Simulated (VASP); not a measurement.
# Ir (Fm-3m) in VASP: further runs

One crystal, Ir, is run at these levels: PBE, r2SCAN; tasks: relaxation of the atoms, relaxation of cell and atoms.

Everything below comes from runs of VASP 6.6.1. Logs are shortened: lines on timing, memory, paths and dates and some standing lists are left out, and cuts for length are marked.

**1. The structure**

Symmetry: Fm-3m, No. 225, cubic system. Conventional cell: a = 3.831 Å, b = 3.831 Å, c = 3.831 Å, α = 90.00°, β = 90.00°, γ = 90.00°. Ir (site symmetry m-3m) has 12 Ir at 2.71 Å as nearest neighbours.

**2. Relaxation of the atoms, PBE (a relaxed cell with its volume scaled by 1.06)**

INCAR reads:

```
SYSTEM = Ir
PREC     = Accurate       ! precision mode
ENCUT    = 600            ! plane-wave cutoff, eV
EDIFF    = 1E-7           ! SCF threshold, eV
ISMEAR   = 1              ! smearing method
SIGMA    = 0.1            ! smearing width, eV
LREAL    = .False.        ! projectors in reciprocal space
LASPH    = .True.         ! aspherical terms in the spheres
NELM     = 80             ! most SCF steps
ALGO     = Normal         ! electronic algorithm
ISIF     = 2              ! what is computed and relaxed
LWAVE    = .False.        ! write WAVECAR
LCHARG   = .False.        ! write CHGCAR
GGA      = PE             ! functional
IBRION   = 2              ! ionic algorithm
NSW      = 40             ! ionic steps
EDIFFG   = -0.01          ! ionic threshold
```

KPOINTS reads:

```
regular mesh
0
Gamma
  16 16 16
  0 0 0
```

POSCAR reads:

```
Ir                                      
1.0
    0.0000000000      1.9748953890      1.9748953890
    1.9748953890      0.0000000000      1.9748953890
    1.9748953890      1.9748953890      0.0000000000
  Ir            
     1
Direct
     0.0000000000000000    0.0000000000000000    0.0000000000000000
```

Potentials or basis: VASP PAW PBE potentials, release 64 (Ir).

Launch:

```console
$ cat potpaw_PBE.64/Ir/POTCAR > POTCAR
$ mpirun -np 1 vasp_std > vasp.out
```

OUTCAR:

```text
SYSTEM = Ir
   PREC = Accurate
   ENCUT = 600
   EDIFF = 1E-7
   ISMEAR = 1
   LREAL = .False.
   LASPH = .True.
   NELM = 80
   ISIF = 2
   GGA = PE
   IBRION = 2
   NSW = 40
   EDIFFG = -0.01

 ion  position               nearest neighbor table
   1  0.000  0.000  0.000-

  LATTYP: Found a face centered cubic cell.
 ALAT       =     3.9497907780

  Lattice vectors:

 A1 = (   0.0000000000,   1.9748953890,   1.9748953890)
 A2 = (   1.9748953890,   0.0000000000,   1.9748953890)
 A3 = (   1.9748953890,   1.9748953890,   0.0000000000)

Analysis of symmetry for initial positions (statically):
=====================================================================
 Subroutine PRICEL returns:
 Original cell was already a primitive cell.

 Routine SETGRP: Setting up the symmetry group for a
 face centered cubic supercell.

 Subroutine GETGRP returns: Found 48 space group operations
 (whereof 48 operations were pure point group operations)
 out of a pool of 48 trial point group operations.

The static configuration has the point symmetry O_h .

Analysis of symmetry for dynamics (positions and initial velocities):
=====================================================================
 Subroutine PRICEL returns:
 Original cell was already a primitive cell.

 Routine SETGRP: Setting up the symmetry group for a
 face centered cubic supercell.

 Subroutine GETGRP returns: Found 48 space group operations
 (whereof 48 operations were pure point group operations)
 out of a pool of 48 trial point group operations.

The dynamic configuration has the point symmetry O_h .

 Subroutine INISYM returns: Found 48 space group operations
 (whereof 48 operations are pure point group operations),
 and found     1 'primitive' translations

----------------------------------------------------------------------------------------

                                     Primitive cell

  volume of cell :      15.4050

  direct lattice vectors                    reciprocal lattice vectors
     0.000000000  1.974895389  1.974895389    -0.253177967  0.253177967  0.253177967
     1.974895389  0.000000000  1.974895389     0.253177967 -0.253177967  0.253177967
     1.974895389  1.974895389  0.000000000     0.253177967  0.253177967 -0.253177967

  length of vectors
     2.792923843  2.792923843  2.792923843     0.438517103  0.438517103  0.438517103

  position of ions in fractional coordinates (direct lattice)
     0.000000000  0.000000000  0.000000000

  ion indices of the primitive-cell ions
   primitive index   ion index
                 1           1

----------------------------------------------------------------------------------------

 KPOINTS: regular mesh

Automatic generation of k-mesh.
 Grid dimensions read from file:
 generate k-points for:   16   16   16

 Generating k-lattice:

  Cartesian coordinates                     Fractional coordinates (reciprocal lattice)
    -0.015823623  0.015823623  0.015823623     0.062500000  0.000000000  0.000000000
     0.015823623 -0.015823623  0.015823623     0.000000000  0.062500000  0.000000000
     0.015823623  0.015823623 -0.015823623     0.000000000  0.000000000  0.062500000

  Length of vectors
     0.027407319  0.027407319  0.027407319

  Shift w.r.t. Gamma in fractional coordinates (k-lattice)
     0.000000000  0.000000000  0.000000000

 Subroutine IBZKPT returns following result:
 ===========================================

 Found    145 irreducible k-points:

 Following reciprocal coordinates:
            Coordinates               Weight
  0.000000  0.000000  0.000000      1.000000
  0.062500  0.000000  0.000000      8.000000
  0.125000  0.000000  0.000000      8.000000
  0.187500  0.000000  0.000000      8.000000
  0.250000  0.000000  0.000000      8.000000
  0.312500  0.000000  0.000000      8.000000
[... 16 lines left out ...]
 -0.125000  0.062500  0.000000     24.000000
 -0.062500  0.062500  0.000000     12.000000
 [... further k-points ...]
   k-points           NKPTS =    145   k-points in BZ     NKDIM =    145   number of bands    NBANDS=      8
   number of dos      NEDOS =    301   number of ions     NIONS =      1
   total plane-waves  NPLWV =  13824
   dimension x,y,z NGX =    24 NGY =   24 NGZ =   24
   dimension x,y,z NGXF=    48 NGYF=   48 NGZF=   48
   ions per type =               1
   NGX,Y,Z   is equivalent  to a cutoff of  14.29, 14.29, 14.29 a.u.
   NGXF,Y,Z  is equivalent  to a cutoff of  28.57, 28.57, 28.57 a.u.
 SYSTEM =  Ir
   PREC   = accura    normal or accurate (medium, high low for compatibility)
   ISTART =      0    job   : 0-new  1-cont  2-samecut
   ICHARG =      2    charge: 1-file 2-atom 10-const
   ISPIN  =      1    spin polarized calculation?
   LNONCOLLINEAR =      F non collinear calculations
   LSORBIT =      F    spin-orbit coupling
   LASPH  =      T    aspherical Exc in radial PAW
   ENCUT  =  600.0 eV  44.10 Ry    6.64 a.u.   5.58  5.58  5.58*2*pi/ulx,y,z
   NELM   =     80;   NELMIN=  2; NELMDL= -5     # of ELM steps
   EDIFF  = 0.1E-06   stopping-criterion for ELM
   LREAL  =      F    real-space projection
   EDIFFG = -.1E-01   stopping-criterion for IOM
   NSW    =     40    number of steps for IOM
   IBRION =      2    ionic relax: 0-MD 1-quasi-New 2-CG
   NFREE  =      1    steps in history (QN), initial steepest desc. (CG)
   ISIF   =      2    stress and relaxation
   ISYM   =      2    0-nonsym 1-usesym 2-fastsym
   POTIM  = 0.5000    time-step for ionic-motion
   TEBEG  =    0.0;   TEEND  =   0.0 temperature during run
   PSTRESS=    0.0 pullay stress
   NELECT =       9.0000    total number of electrons
   NUPDOWN=      -1.0000    fix difference up-down
   EMIN   =  10.00;   EMAX   =-10.00  energy-range for DOS
   EFERMI =   0.00;   METHOD = LEGACY
   ISMEAR =     1;   SIGMA  =   0.10  broadening in eV -4-tet -1-fermi 0-gaus
   EFERMI_NEDOS =   21; number of points for ismear=-14 and -15
   IALGO  =     38    algorithm
   IMIX   =      4    mixing-type and parameters
     AMIX     =   0.40;   BMIX     =  1.00
     AMIX_MAG =   1.60;   BMIX_MAG =  1.00
  volume/ion in A,a.u.               =      15.41       103.96
  Fermi-wavevector in a.u.,A,eV,Ry     =   1.368574  2.586230 25.483636  1.872994
  Thomas-Fermi vector in A             =   2.494526
   LORBIT       =      0    0 simple, 1 ext, 2 COOP (PROOUT), +10 PAW based schemes
   GGA     = PE    functional components
   LHFCALC =     F    Hartree Fock is set to
   AEXX    =    0.0000 exact exchange contribution
   IVDW    =     0    specifies the selected vdW correction
   LEPSILON=     F    determine dielectric tensor
   LRPA    =     F    only Hartree local field effects (RPA)
 conjugate gradient relaxation of ions
 non-spin polarized calculation
 Methfessel and Paxton  Order N= 1 SIGMA  =   0.10
  energy-cutoff  :      600.00
  volume of cell :       15.41
 maximum number of plane-waves:       533
   NGX = 11   NGY = 11   NGZ = 11

 number of electron       9.0000000 magnetization

 Free energy of the ion-electron system (eV)
  ---------------------------------------------------
  ext. energy  EPLUGINS =         0.00000000
  ---------------------------------------------------
  free energy    TOTEN  =        -8.79035036 eV

  energy without entropy =       -8.79008088  energy(sigma->0) =       -8.79026053

 E-fermi :   8.9741     XC(G=0): -13.4838

 val. band max:        8.9585665050   @ k =   0.3125   0.2500   0.0625
 cond. band min:       8.9790483430   @ k =  -0.3750   0.1875   0.0000
 fundamental gap:      0.0204818380
 Fermi energy:         8.9740840710

 k-point     1 :       0.0000    0.0000    0.0000
  band No.  band energies     occupation
      1      -1.2371      2.00000
      2       5.5811      2.00000
      3       5.5811      2.00000
      4       5.5811      2.00000
      5       7.9271      2.00000
      6       7.9271      2.00000
      7      23.4481      0.00000
      8      28.5359      0.00000

 k-point     2 :       0.0625    0.0000    0.0000
  band No.  band energies     occupation
      1      -1.0781      2.00000
      2       5.5015      2.00000
      3       5.6479      2.00000
      4       5.6479      2.00000
      5       7.8870      2.00000
      6       7.8870      2.00000
      7      23.7094      0.00000
      8      27.6549      0.00000

 k-point     3 :       0.1250    0.0000    0.0000
  band No.  band energies     occupation
      1      -0.6202      2.00000
      2       5.3047      2.00000
      3       5.8150      2.00000
      4       5.8150      2.00000
      5       7.8103      2.00000
      6       7.8103      2.00000
      7      24.4030      0.00000
      8      25.9921      0.00000

 k-point     4 :       0.1875    0.0000    0.0000
  band No.  band energies     occupation
      1       0.0689      2.00000
      2       5.1108      2.00000
      3       5.9710      2.00000
      4       5.9710      2.00000
      5       7.8312      2.00000
      6       7.8312      2.00000
      7      24.2045      0.00000
      8      25.1928      0.00000

 k-point     5 :       0.2500    0.0000    0.0000
  band No.  band energies     occupation
      1       0.8346      2.00000
      2       5.1203      2.00000
      3       5.9766      2.00000
      4       5.9766      2.00000
      5       8.1022      2.00000
      6       8.1022      2.00000
      7      22.3367      0.00000
      8      25.3476      0.00000

 k-point     6 :       0.3125    0.0000    0.0000
  band No.  band energies     occupation
      1       1.4222      2.00000
      2       5.5970      2.00000
      3       5.8406      2.00000
      4       5.8406      2.00000
      5       8.5985      2.00000
      6       8.5985      2.00000
      7      20.2936      0.00000
      8      24.5990      0.00000

 k-point     7 :       0.3750    0.0000    0.0000
  band No.  band energies     occupation
      1       1.6860      2.00000
      2       5.6713      2.00000
      3       5.6713      2.00000
      4       6.6228      2.00000
      5       9.1512     -0.03112
      6       9.1512     -0.03112
      7      18.1431      0.00000
      8      23.7270      0.00000
[... 133 lines left out ...]
 k-point    20 :      -0.3125    0.0625    0.0000
  band No.  band energies     occupation
      1       1.6851      2.00000
      2       5.6279      2.00000
      3       5.7756      2.00000
      4       5.8696      2.00000
      5       8.4343      2.00000
      6       9.3386     -0.00000
      7      19.6372      0.00000
      8      24.4658      0.00000

 k-point    21 :      -0.2500    0.0625    0.0000
  band No.  band energies     occupation
      1       1.2005      2.00000
      2       5.0629      2.00000
      3       5.9217      2.00000
      4       6.0422      2.00000
      5       7.8563      2.00000
      6       8.7414      2.00484
      7      21.7744      0.00000
      8      25.3231      0.00000

 k-point    22 :      -0.1875    0.0625    0.0000
  band No.  band energies     occupation
      1       0.4591      2.00000
      2       4.9630      2.00000
      3       6.0194      2.00000
      4       6.0940      2.00000
      5       7.5178      2.00000
      6       8.2750      2.00000
      7      23.6883      0.00000
      8      25.5359      0.00000

 k-point    23 :      -0.1250    0.0625    0.0000
  band No.  band energies     occupation
      1      -0.2770      2.00000
      2       5.1319      2.00000
      3       5.9389      2.00000
      4       5.9558      2.00000
      5       7.5280      2.00000
      6       8.0335      2.00000
      7      24.8845      0.00000
      8      25.4002      0.00000

 k-point    24 :      -0.0625    0.0625    0.0000
  band No.  band energies     occupation
      1      -0.8185      2.00000
      2       5.3569      2.00000
      3       5.7414      2.00000
      4       5.7864      2.00000
      5       7.7106      2.00000
      6       7.9531      2.00000
      7      24.1213      0.00000
      8      26.8509      0.00000

 [... further k-points ...]

------------------------ aborting loop because EDIFF is reached ----------------------------------------

  FORCE on cell =-STRESS in cart. coord.  units (eV):
  Direction    XX          YY          ZZ          XY          YZ          ZX
  --------------------------------------------------------------------------------------
  -------------------------------------------------------------------------------------
  Total       -1.6830995     -1.6830995     -1.6830995      0.0000000      0.0000000      0.0000000
  in kB     -175.0483752   -175.0483752   -175.0483752      0.0000000      0.0000000      0.0000000
  external PRESSURE =    -175.0483752 kB  Pullay stress =       0.0000000 kB

 VOLUME and BASIS-vectors are now :
 -----------------------------------------------------------------------------
  energy-cutoff  :      600.00
  volume of cell :       15.41
      direct lattice vectors                 reciprocal lattice vectors
     0.000000000  1.974895389  1.974895389    -0.253177967  0.253177967  0.253177967
     1.974895389  0.000000000  1.974895389     0.253177967 -0.253177967  0.253177967
     1.974895389  1.974895389  0.000000000     0.253177967  0.253177967 -0.253177967

 POSITION                                       TOTAL-FORCE (eV/Angst)
 -----------------------------------------------------------------------------------
      0.00000      0.00000      0.00000         0.000000      0.000000      0.000000
 -----------------------------------------------------------------------------------
    total drift:                               -0.000000      0.000000     -0.000000

  FREE ENERGIE OF THE ION-ELECTRON SYSTEM (eV)
  ---------------------------------------------------
  free  energy   TOTEN  =        -8.7903503601 eV

  energy  without entropy=       -8.7900808784  energy(sigma->0) =       -8.79026053

 reached required accuracy - stopping structural energy minimisation
```

It took 7.7 s on 1 thread of Intel Xeon 6975P-C (Granite Rapids), shared host; peak memory 0.16 GiB.

What came out:

- Free energy: -8.7904 eV
- Pressure after relaxing: -17.5 GPa
- Band gap on the k mesh: none (metal or under the smearing width)

Final structure:
```
Ir
1.0
     0.00000    1.97490    1.97490
     1.97490    0.00000    1.97490
     1.97490    1.97490    0.00000
Ir
1
Cartesian
  0.0000 0.0000 0.0000
```

Levels at points of the mesh, in eV from the Fermi level:
```tsv
k point	band 2	band 3	band 4	band 5	band 6	band 7
(0.00, 0.00, 0.00)	-3.39	-3.39	-3.39	-1.05	-1.05	14.47
(0.50, 0.00, 0.00)	-3.47	-3.47	-0.52	0.77	0.77	6.45
(0.50, 0.50, 0.00)	-6.44	0.74	1.27	1.27	1.74	9.41
```

Caveat: the relaxation stopped at its first step, so nothing moved. The run has no spin-orbit coupling, so splittings on Ir are missing.

**3. Relaxation of cell and atoms, r2SCAN**

INCAR reads:

```
SYSTEM = Ir
  PREC = Accurate
  ENCUT = 600
  EDIFF = 1E-6
  ISMEAR = 1
  SIGMA = 0.1
  LREAL = .FALSE.
  LASPH = .TRUE.
  NELM = 80
  ALGO = Normal
  ISIF = 3
  LWAVE = .FALSE.
  LCHARG = .FALSE.
  METAGGA = R2SCAN
  LMIXTAU = .TRUE.
  IBRION = 2
  NSW = 90
  EDIFFG = -0.01
```

KPOINTS reads:

```
regular mesh
0
G
  16 16 16
  0 0 0
```

POSCAR reads:

```
Ir
1.0
    0.0000000000      1.9156000000      1.9156000000
    1.9156000000      0.0000000000      1.9156000000
    1.9156000000      1.9156000000      0.0000000000
Ir
1
Direct
    0.0000000000      0.0000000000      0.0000000000
```

Potentials or basis: VASP PAW PBE potentials, release 64 (Ir).

Launch:

```console
$ cat potpaw_PBE.64/Ir/POTCAR > POTCAR
$ mpirun -np 1 vasp_std > vasp.out
```

Run time: 3.1 min. Hardware: 1 thread of Intel Xeon Platinum 8259CL at 2.50GHz (Skylake/Cascade Lake), shared host; peak memory 0.18 GiB.

It converged, with:

| Item | Value |
| --- | --- |
| Free energy | -52.3571 eV |
| Relaxed volume | 14.31 Å³/atom |
| Relaxed cell | a = 2.725 Å, b = 2.725 Å, c = 2.725 Å, α = 60.00°, β = 60.00°, γ = 60.00° |
| Space group after relaxing (to 0.05 Å) | Fm-3m (No. 225) |
| Energy gained by relaxing | 5.2 meV/atom |
| Ionic steps | 4 |
| Pressure after relaxing | 0.0 GPa |
| Band gap on the k mesh | none (metal or under the smearing width) |

The path:
```tsv
step	energy change (eV)	largest force (eV/Å)	pressure (GPa)	volume (Å³)
1	0.0000	0.0000	6.87	14.06
2	0.0686	0.0000	-21.64	15.32
3	-0.0052	0.0000	-0.18	14.31
4	-0.0052	0.0000	0.00	14.31
```

Final structure:
```
CELL_PARAMETERS angstrom
0.00000 1.92678 1.92678
1.92678 0.00000 1.92678
1.92678 1.92678 0.00000
ATOMIC_POSITIONS crystal
Ir 0.00000 0.00000 0.00000
```

Levels at points of the mesh, in eV from the Fermi level:
```csv
k point,band 2,band 3,band 4,band 5,band 6,band 7
"(0.00, 0.00, 0.00)",-3.92,-3.92,-3.92,-1.26,-1.26,15.13
"(0.50, 0.00, 0.00)",-4.07,-4.07,-0.67,0.93,0.93,7.55
"(0.50, 0.50, 0.00)",-7.49,0.83,1.55,1.55,1.79,10.92
```

Caveat: the PAW data sets were made with another functional, which shifts forces and pressure a little.
